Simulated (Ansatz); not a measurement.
# What LaN (model cell, started as CsCl type) distorts into

Aim: this structure of LaN (model cell, started as CsCl type) is to be tested for unstable modes, and one is followed downhill.

Calculated with Ansatz 0.2.0; DFT PBEsol, scalar-relativistic, plane waves, PAW.

The structure was built from a prototype and need not be the compound's stable phase.

## 1. Starting point

It takes space group Pm-3m (No. 221, cubic). The conventional cell has a = 3.124 Å, b = 3.124 Å, c = 3.124 Å, α = 90.00°, β = 90.00°, γ = 90.00°. Nearest to La lie 8 N at 2.71 Å. Nearest to N lie 8 La at 2.71 Å. Farther neighbours and most contacts between anions are not listed.

## 2. The dispersion

The cell comes from relaxations at this level that are not shown. Stability and thermal properties need the whole zone. Linear response on a 4×4×4 q mesh gives force constants as far as a supercell of that size would.

input.yaml reads:

```yaml
crystal:
  lattice:
    - [3.1239275038, 0.0, 0.0]
    - [0.0, 3.1239275038, 0.0]
    - [0.0, 0.0, 3.1239275038]
  atoms:
    - { symbol: La, position: [0.0, 0.0, 0.0] }
    - { symbol: "N", position: [0.5, 0.5, 0.5] }
kpoints:
  mp_grid: { grid: [12, 12, 12] }
hamiltonian:
  xc: pbesol
scf:
  occupations: { method: methfessel_paxton, width: 0.15 }
output:
  eigenvalues: true
phonons:
  method: dfpt
  qmesh: [4, 4, 4]
  temperatures: { t_max: 1000, t_step: 50 }
  qpath:
    path:
      - [[0.0, 0.0, 0.0], [0.0, 0.5, 0.0], [0.5, 0.5, 0.0], [0.0, 0.0, 0.0], [0.5, 0.5, 0.5], [0.0, 0.5, 0.0]]
      - [[0.5, 0.5, 0.5], [0.5, 0.5, 0.0]]
    npoints: 10
```

On the command line:

```console
$ ansatz run input.yaml --threads 4 --pin off --max-ram 7168MiB --backend cpu --events-out ev --progress --plain --runs-dir out
```

Numbers of over 12 decimals in the logs are rounded to 6 here.

Output:

```text
Engine: ansatz 0.2.0, aarch64-unknown-linux-gnu
Pseudopotentials: kind: paw
Pseudopotential: La, paw, valence charge 11, recommended cutoff 420 eV (normal), La.paw.azcp
Pseudopotential: N, paw, valence charge 5, recommended cutoff 420 eV (normal), N.paw.azcp
Functional definition: PBEsol
  exchange = pbesol_x
  correlation = pbesol_c
Crystal: 2 atoms, lattice volume = 30.486 Å³
Basis set: ecut = 420 eV, 619 PW (Γ), exchange–correlation on 48×48×48 points (8 copies of the dense FFT grid, shifted against one another)
Bands: 12, of which v1, the nominal top of the filled ones, is band 8 counted from 1 (7 counted from 0)
Symmetry: 48 space group operations
k-points: 84 of 1728
Non-local potential: La, projectors of the file, l = 0: 3, l = 1: 2, l = 2: 2, l = 3: 3
Non-local potential: N, projectors of the file, l = 0: 2, l = 1: 2, l = 2: 1
PAW form: soft (Blöchl's): semilocal exchange-correlation on the pseudo side does not see the compensation charge
PAW frozen core: La, regenerated for the run's functional, and the local potential with it (the file was generated under x = pbe(κ = 0.804, μ = 0.219515), c = pbe(β = 0.066725))
PAW frozen core: N, regenerated for the run's functional, and the local potential with it (the file was generated under x = pbe(κ = 0.804, μ = 0.219515), c = pbe(β = 0.066725))
PAW one-centre angular grid: La, 590 points (default); XC on 64 Gauss nodes
PAW one-centre angular grid: N, 110 points (default); XC on 64 Gauss nodes
Initial density: superposition of atomic densities (neutral atoms: chi_scale 0, normalization atom), corrected by the library's trained network
Initial wavefunctions: pseudopotential atomic-orbital guess
Functional: x = pbesol(κ = 0.804, μ = 0.123457), c = pbesol(β = 0.046)
SCF iter   1: F=—  HF=-6541.477024 eV  |F-HF|=—  |Δ(HF+E_count)|=         —  Δρ=1.12e-2  dr2=3.26e-2  ethr=1.77e-3  ⟨swp⟩=3.6  Hψ=4404  notcnv=0
preconditioner: auto → none  [metal: Δε(μ)=0.091 eV  Ē_g=11.782 eV  σ=0.150 eV  W_gap=0.46  n_scr=6 (ndim 8)  ℏωp=25.2 eV  f_vac=0.000  D(μ)=0.34/eV (n_scr^D=0)  sad-step TF]
SCF iter   2: F=—  HF=-6541.471891 eV  |F-HF|=—  |Δ(HF+E_count)|=   5.13e-3  S|Δr|=    0.00e0  Δρ=4.63e-3  dr2=4.78e-3  ethr=2.04e-4  ⟨swp⟩=1.0  Hψ=1691  notcnv=0
SCF iter   3: F=—  HF=-6541.471225 eV  |F-HF|=—  |Δ(HF+E_count)|=   6.66e-4  S|Δr|=    0.00e0  Δρ=1.03e-3  dr2=2.92e-4  ethr=2.99e-5  ⟨swp⟩=2.1  Hψ=1340  notcnv=0
SCF iter   4: F=—  HF=-6541.471186 eV  |F-HF|=—  |Δ(HF+E_count)|=   3.95e-5  S|Δr|=    0.00e0  Δρ=1.19e-4  dr2=2.85e-6  ethr=1.82e-6  ⟨swp⟩=2.0  Hψ=1582  notcnv=0
SCF iter   5: F=—  HF=-6541.471185 eV  |F-HF|=—  |Δ(HF+E_count)|=   5.32e-7  S|Δr|=    0.00e0  Δρ=1.74e-5  dr2=3.72e-8  ethr=1.78e-8  ⟨swp⟩=2.3  Hψ=1425  notcnv=0
SCF iter   6: F=—  HF=-6541.471185 eV  |F-HF|=—  |Δ(HF+E_count)|=   5.03e-7  S|Δr|=    0.00e0  Δρ=2.84e-6  dr2=1.48e-9  ethr=2.32e-10  ⟨swp⟩=2.4  Hψ=1654  notcnv=0
SCF iter   7: F=-6541.471185 eV  HF=-6541.471185 eV  |F-HF|=1.82e-12  |Δ(HF+E_count)|=  1.40e-10  S|Δr|=    0.00e0  Δρ=2.41e-7  dr2=4.75e-12  ethr=1.00e-12  ⟨swp⟩=5.5  Hψ=4885  notcnv=0
SCF 1 converged in 7 iterations: F = -6541.471185 eV  dr2 = 4.75e-12
  greatest PAW one-centre occupation: 0.971 electrons in one spin orbital (limit 2), on the La atom at site 0 (counted from 0), in its partial waves of l = 0
Initial density: read from a saved state, or passed on in memory by an earlier SCF of this step, an earlier step, the calling program or the single point that the run made first
iter 1 solved again at ethr=4.64e-8 eV; its pass at ethr=3.10e-3 eV (dr2=7.42e-6 eV) is discarded
SCF iter   1: F=—  HF=-6541.471185 eV  |F-HF|=—  |Δ(HF+E_count)|=         —  Δρ=2.83e-7  dr2=1.63e-11  ethr=4.64e-8  ⟨swp⟩=3.0  Hψ=7793  notcnv=0
eigensolver tolerance schedule: the retry pair's looser diagonalisation over-reported the residual by 455180.25 of it (diagonalisation noise at an unbounded share of the residual, at the tolerance the schedule requests for it); recorded, not acted on — ethr = c·dr2/N_el stays at c = 1.0e-1
preconditioner: auto → none  [insulator: Δε(μ)=0.136 eV  Ē_g=11.830 eV  σ=0.150 eV  W_gap=0.65  n_scr=6 (ndim 8)  ℏωp=25.2 eV  f_vac=0.000  D(μ)=0.27/eV (n_scr^D=0)  ε∞_Penn≈5.5]
SCF iter   2: F=—  HF=-6541.471185 eV  |F-HF|=—  |Δ(HF+E_count)|=   3.54e-7  S|Δr|=    0.00e0  Δρ=3.14e-7  dr2=1.08e-11  ethr=1.00e-12  ⟨swp⟩=3.0  Hψ=2355  notcnv=0
SCF iter   3: F=-6541.471185 eV  HF=-6541.471185 eV  |F-HF|=9.09e-13  |Δ(HF+E_count)|=  1.82e-12  S|Δr|=    0.00e0  Δρ=2.15e-7  dr2=4.05e-12  ethr=1.00e-12  ⟨swp⟩=2.0  Hψ=2000  notcnv=0
SCF 2 converged in 3 iterations: F = -6541.471185 eV  dr2 = 4.05e-12
phonons: the bands overlap, so this run is a metal and interpolates without the dipole-dipole term. If the crystal is really an insulator or semiconductor, its LO-TO splitting is missing
NSCF: frozen V_eff on 84 k-points
WARN: eigensolver did not converge in 2 slots of this pass, the one above among them; of largest residual over every band (k=22): 1 band(s) unlocked (lowest unlocked band 11, counted from 0; max residual 1.02e-3 eV among the unlocked bands, 1.02e-3 eV over every band); of lowest unlocked band (k=22): band 11
NSCF: frozen V_eff on 196 k-points
DFPT response loops at q = (0, 0, 0) (fractional): preconditioner auto → Kerker (q_TF=auto, 2.450 Å⁻¹) (partly filled bands, converged f_vac=0.000); β = 1.00, the filter's whole step (`scf.mixing.beta` (0.50) is not read by the response loops under this deck's `scf.mixing.preconditioner`; to damp them name `kerker` or `kerker_dos`, under which they read `scf.mixing.beta`, and type it under 1.00, their step now; both keys bind the ground state too); Broyden in place of MSR1
NSCF: frozen V_eff on 1176 k-points
DFPT response loops at q = (0, 0, 0.25) (fractional): mixed as the last ones told, above
NSCF: frozen V_eff on 686 k-points
DFPT response loops at q = (0, 0, -0.5) (fractional): mixed as the last ones told, above
NSCF: frozen V_eff on 2016 k-points
DFPT response loops at q = (0, 0.25, 0.25) (fractional): mixed as the last ones told, above
NSCF: frozen V_eff on 1176 k-points
DFPT response loops at q = (0, 0.25, -0.5) (fractional): mixed as the last ones told, above
NSCF: frozen V_eff on 686 k-points
DFPT response loops at q = (0, -0.5, -0.5) (fractional): mixed as the last ones told, above
NSCF: frozen V_eff on 1872 k-points
DFPT response loops at q = (0.25, 0.25, 0.25) (fractional): mixed as the last ones told, above
NSCF: frozen V_eff on 2016 k-points
DFPT response loops at q = (0.25, 0.25, -0.5) (fractional): mixed as the last ones told, above
NSCF: frozen V_eff on 1176 k-points
DFPT response loops at q = (0.25, -0.5, -0.5) (fractional): mixed as the last ones told, above
NSCF: frozen V_eff on 392 k-points
DFPT response loops at q = (-0.5, -0.5, -0.5) (fractional): mixed as the last ones told, above
SCF converged after 7 iterations
Stability not checked: this state was not tested for a lower state beside it, because cold or Methfessel-Paxton smearing, or corrected tetrahedra, fill the levels in a way that the test cannot read (fill_not_monotonic; see scf.lower_state_search)
Free energy (F): -6541.471185 eV
Harris-Foulkes:  -6541.471185 eV  (|F-HF|=1.82e-12)
Internal energy: -6541.472608 eV  (E = F + TS)
E sigma→0 (E₀):  -6541.471540 eV
Entropy (-TS):   0.001424 eV (0.712 meV/atom)
Fermi energy:    14.921077 eV
--- Per-component energies (eV) ---
  E_band       = 50.975435
  E_kinetic    = 323.447248
  E_local      = -293.873243  (includes V_loc(G=0)·N_el)
  E_nonlocal   = 145.008430
  E_hartree    = 93.558114
  E_xc         = -199.423980
  E_vxc        = -225.376360  (∫ρ·V_xc dr)
  E_paw        = -5452.353808  (= ΣΔE_a)
  E_vpaw       = -85.346963  (= ΣTr[D̂ρ^β])
  E_aug_tail   = 0.000086  (compensation charges beyond the density's cutoff)
  E_ewald      = -1158.033062
  E_core_change = 0.197608  (= ΣΔE_core)
  E_smearing   = 0.001424  (= −TS)
  E_closure    = 0.000000  (closes the sum)
  Σ components = -6541.471185   (vs F -6541.471185, Δ=0.00e0)
--- Band table (eV; the first three rows and the last of 84) ---
  k-point 0: bands = [... 4 lower, 2.5509, 14.2705, 14.2705, 15.1919, 15.1919, 15.1919, 18.2660, 18.2660]
  k-point 1: bands = [... 4 lower, 2.8653, 14.3280, 14.3415, 15.1119, 15.1119, 15.1761, 18.2300, 18.2748]
  k-point 2: bands = [... 4 lower, 3.4030, 13.8504, 14.4947, 14.8840, 14.8840, 15.8660, 18.1218, 18.3019]
  k-point 83: bands = [... 4 lower, 3.5976, 10.4495, 10.4495, 10.4495, 18.4435, 18.4435, 18.4435, 18.9011]
--- Phonons (Γ-DFPT): 2 representative perturbations + reference (Σ response iterations 6) ---
  ASR residual: 3.470e-4 → 0.000e0 eV/Å²; symmetrization residual: 1.331e-7 eV/Å²
  ASR residual per site (eV/Å²): 3.47e-4 3.62e-5
  Γ frequencies (cm⁻¹): -287.42 -287.42 -287.42 0.00 0.00 0.00
--- Phonons (arbitrary-q DFPT): 10 irreducible q on the 4×4×4 mesh ---
  q = [0.0000, 0.0000, 0.0000] (star 1, of the zone-centre solve; hermiticity 6.89e-8, symmetrization 8.72e-13): -287.42 -287.42 -287.42 -0.00 -0.00 0.00
  q = [0.0000, 0.0000, 0.2500] (star 6, 4 solved perturbations in 1848 linear systems a pass and spin channel, the states on 588 of 1728 k-point pairs; hermiticity 4.21e-8, symmetrization 1.85e-13): -136.86 -136.86 42.68 42.68 130.88 403.73
  q = [0.0000, 0.0000, -0.5000] (star 3, 4 solved perturbations in 1078 linear systems a pass and spin channel, the states on 343 of 1728 k-point pairs; hermiticity 3.49e-14, symmetrization 5.13e-14): -105.11 -105.11 161.51 163.82 163.82 494.83
  q = [0.0000, 0.2500, 0.2500] (star 12, 4 solved perturbations in 3108 linear systems a pass and spin channel, the states on 1008 of 1728 k-point pairs; hermiticity 7.81e-8, symmetrization 6.46e-14): -116.73 22.73 92.86 109.48 270.23 413.46
  q = [0.0000, 0.2500, -0.5000] (star 12, 6 solved perturbations on 588 of 1728 k-point pairs; hermiticity 4.90e-8, symmetrization 6.95e-15): -118.39 73.76 94.62 148.16 304.56 441.68
  q = [0.0000, -0.5000, -0.5000] (star 3, 4 solved perturbations in 1078 linear systems a pass and spin channel, the states on 343 of 1728 k-point pairs; hermiticity 9.01e-9, symmetrization 1.92e-14): -126.01 -95.39 132.91 132.91 371.56 371.56
  q = [0.2500, 0.2500, 0.2500] (star 8, 2 solved perturbations on 936 of 1728 k-point pairs; hermiticity 9.71e-8, symmetrization 1.34e-13): 74.56 81.21 81.21 293.23 293.23 380.62
  q = [0.2500, 0.2500, -0.5000] (star 12, 4 solved perturbations in 3108 linear systems a pass and spin channel, the states on 1008 of 1728 k-point pairs; hermiticity 2.61e-8, symmetrization 1.37e-13): 27.53 69.71 132.10 276.91 320.80 410.98
  q = [0.2500, -0.5000, -0.5000] (star 6, 4 solved perturbations in 1848 linear systems a pass and spin channel, the states on 588 of 1728 k-point pairs; hermiticity 2.45e-8, symmetrization 1.08e-13): 29.01 117.24 117.24 291.77 378.76 378.76
  q = [-0.5000, -0.5000, -0.5000] (star 1, 2 solved perturbations on 196 of 1728 k-point pairs; hermiticity 1.90e-13, symmetrization 9.88e-13): 105.91 105.91 105.91 395.48 395.48 395.48
  sum rule: each row above includes the acoustic sum rule's correction from the zone centre's row sums; it moved no ω² by more than (0.84 cm⁻¹)²
  mesh force constants: q→R imaginary residual 4.88e-19; ASR residual 3.470e-4 → 0.000e0 eV/Å²; symmetrization residual 6.217e-15 eV/Å²
  interpolated dispersion: 62 rows × 6 modes
  density of states and harmonic sums: on the 20×20×20 q-mesh, interpolated from the force constants of a 4×4×4 supercell (no non-analytic term)
  largest difference from the sums on the solved wave vectors: F 1.10e-1 eV, S 1.39e-4 and C_V 3.91e-5 eV/K
  zero-point energy: 0.065076 eV/cell   skipped modes (ω ≤ 0): 361, of them read as no rigid motion or as one in doubt: 358 (1.181e0 modes/cell left out, lowest -287.42 cm⁻¹)   left out of the sums: 1.97e-1 of the cell's modes: C_V's classical limit lies that fraction below 3 k_B per atom; for a crystal, a wire or a layer, F and S can be off by more, and a phonons.interpolated_qmesh denser along its periods is the remedy for the sampling
```

Run time: 4.6 min. Hardware: 4 threads of Arm Neoverse N1, shared host; peak memory 1.4 GiB; 18 min of CPU time.

Reading the cycles: dr2 is the Hartree energy of the density residual (eV), the measure of convergence; HF is the Harris–Foulkes estimate of the energy, which meets the free energy F at convergence.

Numbers from this step:

| Property | Result |
| --- | --- |
| volume per atom | 15.24 Å³ |
| gap on the k-mesh | 0 eV |
| sum-rule residual before enforcement | 3.47e-4 eV/Å² |
| lowest frequency on the path | -287.4 cm⁻¹ |
| point group | m-3m |
| highest frequency on the path or at a solved wavevector | 494.8 cm⁻¹ |
| highest optical mode at the zone centre (no LO-TO term) | -287.4 cm⁻¹ |
| lowest optical zone-centre mode | -287.4 cm⁻¹ |
| lowest mode on the q mesh (acoustic modes at Γ apart) | -287.4 cm⁻¹ |

Frequencies (cm⁻¹) solved at each irreducible wavevector; negative means imaginary. Frequencies by wavevector, by row:

| q in reciprocal lattice units | star | mode 1 | mode 2 | mode 3 | mode 4 | mode 5 | mode 6 |
| --- | --- | --- | --- | --- | --- | --- | --- |
| 0 0 0 | 1 | -287.4 | -287.4 | -287.4 | 0 | 0 | 0 |
| 0 0 0.25 | 6 | -136.9 | -136.9 | 42.7 | 42.7 | 130.9 | 403.7 |
| 0 0 -0.5 | 3 | -105.1 | -105.1 | 161.5 | 163.8 | 163.8 | 494.8 |
| 0 0.25 0.25 | 12 | -116.7 | 22.7 | 92.9 | 109.5 | 270.2 | 413.5 |
| 0 0.25 -0.5 | 12 | -118.4 | 73.8 | 94.6 | 148.2 | 304.6 | 441.7 |
| 0 -0.5 -0.5 | 3 | -126 | -95.4 | 132.9 | 132.9 | 371.6 | 371.6 |
| 0.25 0.25 0.25 | 8 | 74.6 | 81.2 | 81.2 | 293.2 | 293.2 | 380.6 |
| 0.25 0.25 -0.5 | 12 | 27.5 | 69.7 | 132.1 | 276.9 | 320.8 | 411 |
| 0.25 -0.5 -0.5 | 6 | 29 | 117.2 | 117.2 | 291.8 | 378.8 | 378.8 |
| -0.5 -0.5 -0.5 | 1 | 105.9 | 105.9 | 105.9 | 395.5 | 395.5 | 395.5 |

Interpolated from a 4×4×4 q mesh. The phonon branches at the labelled points (cm⁻¹):

| point | branch 1 | branch 2 | branch 3 | branch 4 | branch 5 | branch 6 |
| --- | --- | --- | --- | --- | --- | --- |
| Γ | -287 | -287 | -287 | 0 | 0 | 0 |
| halfway | -137 | -137 | 43 | 43 | 131 | 404 |
| X | -105 | -105 | 162 | 164 | 164 | 495 |
| halfway | -118 | 74 | 95 | 148 | 305 | 442 |
| M | -126 | -95 | 133 | 133 | 372 | 372 |
| halfway | -117 | 23 | 93 | 110 | 270 | 414 |
| Γ | -287 | -287 | -287 | 0 | 0 | 0 |
| halfway | 75 | 81 | 81 | 293 | 293 | 381 |
| R | 106 | 106 | 106 | 396 | 396 | 396 |
| halfway | 28 | 70 | 132 | 277 | 321 | 411 |
| X | -105 | -105 | 162 | 164 | 164 | 495 |
| jump to R | 106 | 106 | 106 | 396 | 396 | 396 |
| halfway | 29 | 117 | 117 | 292 | 379 | 379 |
| M | -126 | -95 | 133 | 133 | 372 | 372 |

The phonon branches as a text plot (rows in cm⁻¹):

```
    479 |     *****                                    ***
    446 |    *     *                                 **
    413 |   *       **   *****                      *
    381 |             ***     *        **** ********      *******
    348 |            **  *               ***      **       *
    316 |           *     ***        **            **       *
    283 |          *         * *        *           **       *
    250 |         *                    *             **
    218 |  *                  *                       **
    185 |        *                                     **     *
    153 |    **********        *    ***              *****
    120 |   * *    * *********  *           *********     *******
     87 | *  *      *        ** *   *   ******   ***       *   *
     55 |* **       *      ** ** * * ***           **       *
     22 |          *      *  *   * *                **       *
    -10 |***                    *** *
    -43 |            *        **     **              **
    -76 |         *   * **     **                     **      * *
   -108 |    ********* * *****                         ***     **
   -141 |   *         ***     *
   -173 | *                    **   *
   -206 |
   -239 |  *                    ** *
   -271 |**                      ***
         Γ      X      M          Γ            R        X|R     M
```

Symmetry leaves 10 wavevectors to solve. The lowest mode among them, the acoustic zeros apart, lies at Γ and is imaginary, 287.4i cm⁻¹, so the energy falls along it.

## 3. The mode frozen in, largest atomic shift 0 Å

The mode followed lies at Γ with frequency 287.4i cm⁻¹ and is 3-fold degenerate, the softest among the wavevectors solved. At small amplitude the distorted cell has space group no. 38 by a symmetry search on the positions. The undistorted cell that holds it gives the zero of energy on the same k mesh.

input.yaml, the sections that differ from step 2:

```yaml
output:
  forces: true
  stress: true
  eigenvalues: true
# crystal, kpoints, hamiltonian, scf: as in step 2
# phonons: removed
```

Output:

```text
[...]
Crystal: 2 atoms, lattice volume = 30.486 Å³
Basis set: ecut = 420 eV, 619 PW (Γ), exchange–correlation on 48×48×48 points (8 copies of the dense FFT grid, shifted against one another)
Bands: 12, of which v1, the nominal top of the filled ones, is band 8 counted from 1 (7 counted from 0)
Symmetry: 48 space group operations
[...]
k-points: 84 of 1728
[...]
--- Band table (eV; the first three rows and the last of 84) ---
  k-point 0: bands = [... 4 lower, 2.5509, 14.2705, 14.2705, 15.1918, 15.1918, 15.1918, 18.2660, 18.2660]
  k-point 1: bands = [... 4 lower, 2.8653, 14.3280, 14.3415, 15.1119, 15.1119, 15.1761, 18.2300, 18.2748]
  k-point 2: bands = [... 4 lower, 3.4030, 13.8504, 14.4947, 14.8840, 14.8840, 15.8660, 18.1218, 18.3019]
  k-point 83: bands = [... 4 lower, 3.5975, 10.4494, 10.4494, 10.4494, 18.4435, 18.4435, 18.4435, 18.9011]
[key lines of the parts left out:]
SCF converged after 6 iterations
Free energy (F): -6541.471185 eV
Fermi energy:    14.921066 eV
P = ⅓ Tr σ = 0.0057 GPa (0.057 kbar)
```

Elapsed: 1.1 s, on 4 threads; peak memory 0.33 GiB.

Numbers from this step:

| Item | Value |
| --- | --- |
| pressure | 0.005674 GPa |
| energy from the undistorted cell | 0 meV/atom |

The run ends at a pressure of 0.01 GPa.

## 4. The mode frozen in, largest atomic shift 0.32 Å

The atoms are moved along the unstable eigenvector, the largest shift by 0.32 Å, with the cell fixed.

input.yaml, the sections that differ from step 3:

```yaml
crystal:
  lattice:
    - [3.1239275038, 0.0, 0.0]
    - [0.0, 3.1239275038, 0.0]
    - [0.0, 0.0, 3.1239275038]
  atoms:
    - { symbol: La, position: [0.0, 0.007303984, 0.007303984] }
    - { symbol: "N", position: [0.5, 0.4275674068, 0.4275674068] }
# kpoints, hamiltonian, scf, output: as in step 3
```

Output:

```text
[...]
Crystal: 2 atoms, lattice volume = 30.486 Å³
Basis set: ecut = 420 eV, 619 PW (Γ), exchange–correlation on 48×48×48 points (8 copies of the dense FFT grid, shifted against one another)
Bands: 12, of which v1, the nominal top of the filled ones, is band 8 counted from 1 (7 counted from 0)
Symmetry: 4 space group operations
[...]
k-points: 301 of 1728 (time reversal used)
[...]
--- Band table (eV; the first three rows and the last of 301) ---
  k-point 0: bands = [... 4 lower, 2.9153, 13.1506, 13.6547, 15.0484, 15.7869, 16.4057, 18.3503, 18.3505]
  k-point 1: bands = [... 4 lower, 3.1569, 13.2462, 13.6970, 14.9603, 15.7216, 16.3539, 18.3247, 18.3615]
  k-point 2: bands = [... 4 lower, 3.6075, 13.2621, 13.7216, 14.7135, 15.6984, 16.4593, 18.2268, 18.3947]
  k-point 300: bands = [... 4 lower, 3.2911, 10.3914, 10.5991, 10.8718, 18.5399, 18.5478, 18.5619, 18.9193]
[key lines of the parts left out:]
SCF converged after 6 iterations
Free energy (F): -6541.540718 eV
Fermi energy:    15.204078 eV
P = ⅓ Tr σ = 4.3566 GPa (43.566 kbar)
```

Elapsed: 4.8 s, on 4 threads; peak memory 0.44 GiB.

Numbers from this step:

* pressure: 4.357 GPa
* gap on the k-mesh: 0.3800 eV
* energy from the undistorted cell: -34.60 meV/atom

The energy, extrapolated to zero smearing, is -34.60 meV/atom against the undistorted cell.

The run ends at a pressure of 4.36 GPa, with forces up to 0.0012 eV/Å.

(Part 1 of 3 ends here.)

[Logs are printed without paths, hosts, clocks, repeated set-up lines and the standing remarks that a program may print on its own settings, such as how far it seeks lower states.]

[Hosts, paths, dates, database ids (printed as entryN), source tags and the programs' standing remarks are cut or masked in the printed files.]
